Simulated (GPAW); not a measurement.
# Pb (Fm-3m) in GPAW: further runs

One crystal, Pb, is run at these levels: PBE; tasks: single point.

Everything below comes from runs of GPAW 26.7.0. Logs are shortened: lines on timing, memory, paths and dates and some standing lists are left out, and cuts for length are marked. The log counts tension as positive stress, the text compression.

## Step 1: Starting point

The structure is cubic, space group Fm-3m (No. 225). The conventional cell has a = 4.950 Å, b = 4.950 Å, c = 4.950 Å, α = 90.00°, β = 90.00°, γ = 90.00°. Around Pb (site symmetry m-3m) lie 12 Pb at 3.50 Å.

## Step 2: Single point, PBE

The input, run.py:

```python
from ase import Atoms
from ase.dft.bandgap import bandgap
from ase.io import write
from ase.units import GPa
from gpaw import GPAW, PW

atoms = Atoms(['Pb'],
              cell=[[0.0, 2.47502, 2.47502],
                    [2.47502, 0.0, 2.47502],
                    [2.47502, 2.47502, 0.0]],
              scaled_positions=[[0.0, 0.0, 0.0]],
              pbc=True)

calc = GPAW(mode=PW(600),
            xc='PBE',
            kpts={'size': (9, 9, 9), 'gamma': True},
            occupations={'name': 'methfessel-paxton', 'order': 0, 'width': 0.05},
            nbands=14,
            convergence={'density': 1e-05, 'energy': 1e-05},
            maxiter=150,
            txt='gpaw.txt')
atoms.calc = calc
energy = atoms.get_potential_energy()
forces = atoms.get_forces()
stress = atoms.get_stress()
calc.write('gs.gpw')
write('result.traj', atoms)
print(f'Energy: {energy:.6f} eV')
print('Forces (eV/A):')
print(forces.round(4))
print('Stress (GPa):', (stress / GPa).round(3))
print('Fermi level:', round(calc.get_fermi_level(), 4), 'eV')
print(f'Gap: {bandgap(calc)[0]:.4f} eV, direct: {bandgap(calc, direct=True)[0]:.4f} eV')
```

Potentials or basis: GPAW PAW data sets (gpaw-data 1.2.1), pw.

Started as:

```console
$ OMP_NUM_THREADS=1 python run.py
```

gpaw.txt:

```text
__  _  _
 | _ |_)|_||  |
 |__||  | ||/\| - 26.7.0

Input parameters:
  mode=PW(ecut=600.0),
  convergence={'density': 1e-05, 'energy': 1e-05},
  kpts=MonkhorstPack(size=(9, 9, 9), gamma=True),
  maxiter=150,
  nbands=14,
  occupations=Occupations(name='methfessel-paxton', order=0, width=0.05),
  xc=XC(name='PBE')

Diagonalizing LCAO Hamiltonian
Converting LCAO to pw mode

       Pb

Atoms  # Å, Bohr magnetons
|   | symbol |        x |        y |        z |    initial magnetic moments |
|---|--------|----------|----------|----------|-----------------------------|
| 0 |     Pb | 0.000000 | 0.000000 | 0.000000 | ( 0.0000,  0.0000,  0.0000) |

Unit cell  # Å
| periodic |        x |        y |        z |  lengths |    angles |
|----------|----------|----------|----------|----------|-----------|
|      yes | 0.000000 | 2.475020 | 2.475020 | 3.500207 | 60.000000 |
|      yes | 2.475020 | 0.000000 | 2.475020 | 3.500207 | 60.000000 |
|      yes | 2.475020 | 2.475020 | 0.000000 | 3.500207 | 60.000000 |

Number of symmetries: 48
Symmetry operations  # r_c * U_cc + t_c -> r_c
|    | kind |            matrix            |
|----|------|------------------------------|
|  0 |  σ   |  1, 0, 0,  1, 0,-1,  1,-1, 0 |
|  1 |  C2  |  1, 0, 0,  1,-1, 0,  1, 0,-1 |
|  2 |  E   |  1, 0, 0,  0, 1, 0,  0, 0, 1 |
|  3 |  σ   |  1, 0, 0,  0, 0, 1,  0, 1, 0 |
|  4 |  C4  |  1, 0,-1,  1, 0, 0,  1,-1, 0 |
|  5 |  S6  |  1, 0,-1,  1,-1, 0,  1, 0, 0 |
|  6 |  σ   |  1, 0,-1,  0, 1,-1,  0, 0,-1 |
|  7 |  C3  |  1, 0,-1,  0, 0,-1,  0, 1,-1 |
|  8 |  S6  |  1,-1, 0,  1, 0, 0,  1, 0,-1 |
|  9 |  C4  |  1,-1, 0,  1, 0,-1,  1, 0, 0 |
| 10 |  C3  |  1,-1, 0,  0,-1, 1,  0,-1, 0 |
| 11 |  σ   |  1,-1, 0,  0,-1, 0,  0,-1, 1 |
| 12 |  σ   |  0, 1, 0,  1, 0, 0,  0, 0, 1 |
| 13 |  C4  |  0, 1, 0,  0, 1,-1, -1, 1, 0 |
| 14 |  C3  |  0, 1, 0,  0, 0, 1,  1, 0, 0 |
| 15 |  S6  |  0, 1, 0, -1, 1, 0,  0, 1,-1 |
| 16 |  C2  |  0, 1,-1,  1, 0,-1,  0, 0,-1 |
| 17 |  σ   |  0, 1,-1,  0, 1, 0, -1, 1, 0 |
| 18 |  S4  |  0, 1,-1,  0, 0,-1,  1, 0,-1 |
| 19 |  C4  |  0, 1,-1, -1, 1, 0,  0, 1, 0 |
| 20 |  C3  |  0, 0, 1,  1, 0, 0,  0, 1, 0 |
| 21 |  σ   |  0, 0, 1,  0, 1, 0,  1, 0, 0 |
| 22 |  S6  |  0, 0, 1,  0,-1, 1, -1, 0, 1 |
| 23 |  C4  |  0, 0, 1, -1, 0, 1,  0,-1, 1 |
| 24 |  S4  |  0, 0,-1,  1, 0,-1,  0, 1,-1 |
| 25 |  C3  |  0, 0,-1,  0, 1,-1,  1, 0,-1 |
| 26 |  C2  |  0, 0,-1,  0,-1, 0, -1, 0, 0 |
| 27 |  S6  |  0, 0,-1, -1, 0, 0,  0,-1, 0 |
| 28 |  S4  |  0,-1, 1,  1,-1, 0,  0,-1, 0 |
| 29 |  C4  |  0,-1, 1,  0, 0, 1, -1, 0, 1 |
| 30 |  C2  |  0,-1, 1,  0,-1, 0,  1,-1, 0 |
| 31 |  σ   |  0,-1, 1, -1, 0, 1,  0, 0, 1 |
| 32 |  C3  |  0,-1, 0,  1,-1, 0,  0,-1, 1 |
| 33 |  S6  |  0,-1, 0,  0, 0,-1, -1, 0, 0 |
| 34 |  S4  |  0,-1, 0,  0,-1, 1,  1,-1, 0 |
| 35 |  C2  |  0,-1, 0, -1, 0, 0,  0, 0,-1 |
| 36 |  C2  | -1, 1, 0,  0, 1, 0,  0, 1,-1 |
| 37 |  S6  | -1, 1, 0,  0, 1,-1,  0, 1, 0 |
| 38 |  S4  | -1, 1, 0, -1, 0, 1, -1, 0, 0 |
| 39 |  C3  | -1, 1, 0, -1, 0, 0, -1, 0, 1 |
| 40 |  S6  | -1, 0, 1,  0, 0, 1,  0,-1, 1 |
| 41 |  C2  | -1, 0, 1,  0,-1, 1,  0, 0, 1 |
| 42 |  C3  | -1, 0, 1, -1, 1, 0, -1, 0, 0 |
| 43 |  S4  | -1, 0, 1, -1, 0, 0, -1, 1, 0 |
| 44 |  C2  | -1, 0, 0,  0, 0,-1,  0,-1, 0 |
| 45 |  i   | -1, 0, 0,  0,-1, 0,  0, 0,-1 |
| 46 |  σ   | -1, 0, 0, -1, 1, 0, -1, 0, 1 |
| 47 |  C2  | -1, 0, 0, -1, 0, 1, -1, 1, 0 |

BZ-sampling:
  Number of BZ points: 729
  Number of IBZ points: 35

  Monkhorst-Pack size: [9, 9, 9]
  Monkhorst-Pack shift: [0, 0, 0]

K-points  # in reciprocal-cell coordinates
|     |                                coordinates |     weight |
|-----|--------------------------------------------|------------|
|   0 | (  0.00000000,   0.00000000,   0.00000000) | 0.00137174 |
|   1 | (  0.11111111,   0.11111111,   0.00000000) | 0.00823045 |
|   2 | (  0.11111111,   0.11111111,   0.11111111) | 0.01097394 |
|   3 | (  0.22222222,   0.11111111,   0.11111111) | 0.01646091 |
|   4 | (  0.22222222,   0.22222222,   0.00000000) | 0.00823045 |
|   5 | (  0.22222222,   0.22222222,   0.11111111) | 0.03292181 |
|   6 | (  0.22222222,   0.22222222,   0.22222222) | 0.01097394 |
|   7 | (  0.33333333,   0.22222222,   0.11111111) | 0.03292181 |
|   8 | (  0.33333333,   0.22222222,   0.22222222) | 0.03292181 |
|   9 | (  0.33333333,   0.33333333,  -0.33333333) | 0.01646091 |
| ... |                                            |            |
|  34 | (  0.44444444,   0.44444444,   0.44444444) | 0.01097394 |

Plane wave coefficients: 1022
Cutoff: 600.0 eV

Spin-components: 1 (collinear spins)
Bands:           14
Projectors:      6
Spin-degeneracy: 2
Datatype:        complex128

Parallelization:
  kpt:    1
  domain: 1
  band:   1

Density:
  Valence electrons: 14.0
  Components: 1
  Grid points: [20 20 20]
  Charge: 0.0  # |e|

Potential:
  Grid points: [20 20 20]

species:
  Pb:
    name:    Lead
    Z:       82.0
    valence: 14
    core:    68
    charge:  0.0  # [|e|]
    compensation charges:
      type: gauss
      rc: 0.38  # [Å]
      lmax: 2
    cutoffs:
      filter: 2.36  # [Å]
      core: 2.43  # [Å]
    projectors
    | kind |    occ | energy [eV] | rcut [Å] |
    |------|--------|-------------|----------|
    |   6s |  2.000 |     -11.969 |    1.259 |
    |   6p |  2.000 |      -3.506 |    1.275 |
    |   5d | 10.000 |     -21.211 |    1.217 |
    |    s |        |      15.243 |    1.259 |
    |    p |        |      23.705 |    1.275 |
    |    d |        |       6.001 |    1.217 |

    Using partial waves for Pb as LCAO basis

Reference energy: -567274.463364  # eV

eigensolver:
  PPCG
  Converge bands: occupied
  niter=2

density mixing:
  MSR1-Mixer
  Pratt-step length: 0.05
  Maximum mixing coefficient: 0.75
  Old densities: 10
  SVD Regularization: 0.005
  Good broyden scale: 1.0
  Trust region scale: 1.0
  Backstep threshold: 4.0
  History deletion threshold: 6.0
  Fourier metric: weight=20.0, sigma=0.015

occupation numbers:
  Methfessel-Paxton:
    width: 0.0500  # eV
    order: 0

poisson solver:
  ecut: 4800.0  # eV

xc functional:
  name: PBE with 2 nearest neighbor stencil

convergence criteria:
- Maximum integral of absolute [dens]ity change: 1e-05 electrons / valence electron
- Maximum [total energy] change in last 3 cyles: 1e-05 eV / valence electron
- Maximum integral of absolute [eigenst]ate change: 4e-08 eV^2 / valence electron
maximum number of iterations: 150

SCF iterations
|iter     | |      energy | eigst |  dens |
|---------|-|-------------|-------|-------|
|iter:   1| |   -3.835673 | -0.29 |       |
|iter:   2| |   -3.835162 | -2.31 | -1.78 |
|iter:   3| |   -3.822544 | -2.51 | -1.82 |
|iter:   4| |   -3.822594 | -3.53 | -2.34 |
|iter:   5| |   -3.822694 | -4.27 | -2.77 |
|iter:   6| |   -3.822696c| -6.17 | -3.86 |
|iter:   7| |   -3.822697c| -6.74 | -4.31 |
|iter:   8| |   -3.822697c| -7.94c| -5.09c|

Converged in 8 steps
Energy contributions relative to reference atoms: (reference = -567274.463364)

Energy contributions:
  Kinetic:           9.054852
  Coulomb:          -9.026432
  Zero:              0.006647
  External:          0.000000
  Xc:               -3.857301
  Entropy:          -0.000924
  Spinorbit:         0.000000
  ----------------------------
  Free energy:      -3.823159
  Extrapolated:     -3.822697

dipole moment: (-20.910571, -20.910571, -20.910571)  # |e|*Ang

Fermi level: 7.463
Eigenvalues  # (at kpt = [0.000, 0.000, 0.000])
| band index |      eig [eV] | occ [0-2] |
|------------|---------------|-----------|
|          0 |        -9.449 |     2.000 |
|          1 |        -9.449 |     2.000 |
|          2 |        -9.449 |     2.000 |
|          3 |        -9.309 |     2.000 |
|          4 |        -9.309 |     2.000 |
|          5 |        -4.077 |     2.000 |
|          6 |        15.006 |     0.000 |
|          7 |        15.006 |     0.000 |
|          8 |        15.006 |     0.000 |
|          9 |        17.449 |     0.000 |
|         10 |        19.047 |     0.000 |
|         11 |        20.091 |     0.000 |
|         12 |        20.091 |     0.000 |
|         13 |        20.091 |     0.000 |

No gap
No difference between direct/indirect transitions

Forces  # eV/Ang
|        x |        y |        z |
|----------|----------|----------|
| -0.00000 | -0.00000 | -0.00000 |  # Pb   0

Stress tensor  # eV/Ang^3
|         x |         y |         z |
|-----------|-----------|-----------|
| -0.012499 |  0.000000 |  0.000000 |
|  0.000000 | -0.012499 |  0.000000 |
|  0.000000 |  0.000000 | -0.012499 |

# Writing to gs.gpw (mode='')
```

Run time: 7.3 s. Hardware: 1 thread of Arm Neoverse V1, shared host; peak memory 0.14 GiB.

Results:

```yaml
Free_energy: -3.8232 eV
Pressure: 2.0 GPa
Band_gap_on_the_k_mesh: none (metal or under the smearing width)
```

Spin-orbit coupling is left out, which matters for the levels of Pb.

## Step 3: Single point, PBE

run.py, as its differences from that of step 2:

```diff
@@ -1,4 +1,3 @@
-from ase import Atoms
 from ase.dft.bandgap import bandgap
-from ase.io import write
+from ase.io import read, write
 from ase.units import GPa
@@ -6,8 +5,3 @@
 
-atoms = Atoms(['Pb'],
-              cell=[[0.0, 2.47502, 2.47502],
-                    [2.47502, 0.0, 2.47502],
-                    [2.47502, 2.47502, 0.0]],
-              scaled_positions=[[0.0, 0.0, 0.0]],
-              pbc=True)
+atoms = read('Pb.xyz')
 
@@ -16,3 +10,3 @@
             kpts={'size': (9, 9, 9), 'gamma': True},
-            occupations={'name': 'methfessel-paxton', 'order': 0, 'width': 0.05},
+            occupations={'name': 'methfessel-paxton', 'order': 0, 'width': 0.011},
             nbands=14,
```

The input, Pb.xyz:

```xyz
1
Lattice="0.0000000000 2.4750200000 2.4750200000 2.4750200000 0.0000000000 2.4750200000 2.4750200000 2.4750200000 0.0000000000" Properties=species:S:1:pos:R:3 pbc="T T T"
Pb     0.0000000000      0.0000000000      0.0000000000
```

Potentials or basis: GPAW PAW data sets (gpaw-data 1.2.1), pw.

Started as:

```console
$ OMP_NUM_THREADS=1 python run.py
```

gpaw.txt:

```text
__  _  _
 | _ |_)|_||  |
 |__||  | ||/\| - 26.7.0

Input parameters:
  mode=PW(ecut=600.0),
  convergence={'density': 1e-05, 'energy': 1e-05},
  kpts=MonkhorstPack(size=(9, 9, 9), gamma=True),
  maxiter=150,
  nbands=14,
  occupations=Occupations(name='methfessel-paxton', order=0, width=0.011),
  xc=XC(name='PBE')

Diagonalizing LCAO Hamiltonian
Converting LCAO to pw mode

       Pb

Atoms  # Å, Bohr magnetons
|   | symbol |        x |        y |        z |    initial magnetic moments |
|---|--------|----------|----------|----------|-----------------------------|
| 0 |     Pb | 0.000000 | 0.000000 | 0.000000 | ( 0.0000,  0.0000,  0.0000) |

Unit cell  # Å
| periodic |        x |        y |        z |  lengths |    angles |
|----------|----------|----------|----------|----------|-----------|
|      yes | 0.000000 | 2.475020 | 2.475020 | 3.500207 | 60.000000 |
|      yes | 2.475020 | 0.000000 | 2.475020 | 3.500207 | 60.000000 |
|      yes | 2.475020 | 2.475020 | 0.000000 | 3.500207 | 60.000000 |

Number of symmetries: 48
Symmetry operations  # r_c * U_cc + t_c -> r_c
|    | kind |            matrix            |
|----|------|------------------------------|
|  0 |  σ   |  1, 0, 0,  1, 0,-1,  1,-1, 0 |
|  1 |  C2  |  1, 0, 0,  1,-1, 0,  1, 0,-1 |
|  2 |  E   |  1, 0, 0,  0, 1, 0,  0, 0, 1 |
|  3 |  σ   |  1, 0, 0,  0, 0, 1,  0, 1, 0 |
|  4 |  C4  |  1, 0,-1,  1, 0, 0,  1,-1, 0 |
|  5 |  S6  |  1, 0,-1,  1,-1, 0,  1, 0, 0 |
|  6 |  σ   |  1, 0,-1,  0, 1,-1,  0, 0,-1 |
|  7 |  C3  |  1, 0,-1,  0, 0,-1,  0, 1,-1 |
|  8 |  S6  |  1,-1, 0,  1, 0, 0,  1, 0,-1 |
|  9 |  C4  |  1,-1, 0,  1, 0,-1,  1, 0, 0 |
[... 144 lines left out ...]
- Maximum integral of absolute [eigenst]ate change: 4e-08 eV^2 / valence electron
maximum number of iterations: 150

SCF iterations
|iter     | |      energy | eigst |  dens |
|---------|-|-------------|-------|-------|
|iter:   1| |   -3.835313 | -0.29 |       |
|iter:   2| |   -3.834802 | -2.31 | -1.78 |
|iter:   3| |   -3.822184 | -2.51 | -1.82 |
|iter:   4| |   -3.822234 | -3.53 | -2.34 |
|iter:   5| |   -3.822333 | -4.27 | -2.77 |
|iter:   6| |   -3.822336c| -6.17 | -3.86 |
|iter:   7| |   -3.822337c| -6.74 | -4.31 |
|iter:   8| |   -3.822337c| -7.94c| -5.09c|

Converged in 8 steps
Energy contributions relative to reference atoms: (reference = -567274.463364)

Energy contributions:
  Kinetic:           9.054848
  Coulomb:          -9.026429
  Zero:              0.006647
  External:          0.000000
  Xc:               -3.857301
  Entropy:          -0.000203
  Spinorbit:         0.000000
  ----------------------------
  Free energy:      -3.822438
  Extrapolated:     -3.822337

dipole moment: (-20.910571, -20.910571, -20.910571)  # |e|*Ang

Fermi level: 7.466
Eigenvalues  # (at kpt = [0.000, 0.000, 0.000])
| band index |      eig [eV] | occ [0-2] |
|------------|---------------|-----------|
|          0 |        -9.449 |     2.000 |
|          1 |        -9.449 |     2.000 |
|          2 |        -9.449 |     2.000 |
|          3 |        -9.309 |     2.000 |
|          4 |        -9.309 |     2.000 |
|          5 |        -4.077 |     2.000 |
|          6 |        15.006 |     0.000 |
|          7 |        15.006 |     0.000 |
|          8 |        15.006 |     0.000 |
|          9 |        17.449 |     0.000 |
|         10 |        19.047 |     0.000 |
|         11 |        20.091 |     0.000 |
|         12 |        20.091 |     0.000 |
|         13 |        20.091 |     0.000 |

No gap
No difference between direct/indirect transitions

Forces  # eV/Ang
|        x |       y |        z |
|----------|---------|----------|
| -0.00000 | 0.00000 | -0.00000 |  # Pb   0

Stress tensor  # eV/Ang^3
|         x |         y |         z |
|-----------|-----------|-----------|
| -0.012499 |  0.000000 |  0.000000 |
|  0.000000 | -0.012499 | -0.000000 |
|  0.000000 | -0.000000 | -0.012499 |

# Writing to gs.gpw (mode='')
```

Wall time 7 s (1 thread of Arm Neoverse V1, shared host); peak memory 0.14 GiB.

What came out:

```
Free energy            : -3.8224 eV
Pressure               : 2.0 GPa
Band gap on the k mesh : none (metal or under the smearing width)
```

The run has no spin-orbit coupling, so splittings on Pb are missing.
